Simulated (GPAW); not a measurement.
Crystal: PbSe (Clausthalite).

```
Pb Se
1.0
     0.00000    3.06065    3.06065
     3.06065    0.00000    3.06065
     3.06065    3.06065    0.00000
Pb Se
1 1
Direct
  0.00000 0.00000 0.00000
  0.50000 0.50000 0.50000
```

Base run:

```yaml
Program: GPAW 26.7.0
Functional: LDA
Potentials_or_basis: the program's PAW data sets (release 1.2.1) made for this functional
Cutoff: 600 eV
Basis: pw
k_mesh: 6 × 6 × 6
Occupations: fermi-dirac, width 0.05 eV
Spin: spin-orbit coupling, no magnetisation
```

Its results: band gap on the k mesh 0.51 eV, direct.

Problem. The run is repeated on the same cell with these changes: functional from LDA to optPBE-vdW; potentials or basis from the program's PAW data sets (release 1.2.1) made for this functional to GPAW PAW data sets (gpaw-data 1.2.1). What comes out?

Solution. Band gap on the k mesh 0.37 eV, direct.

Caveats: spin-orbit coupling was added after a scalar SCF, so levels and gaps hold it while energy, forces, pressure and moments don't; this program's spin-orbit splittings come out too wide for heavy elements; the mesh misses the band edges, which the band path finds closer together (some runs).
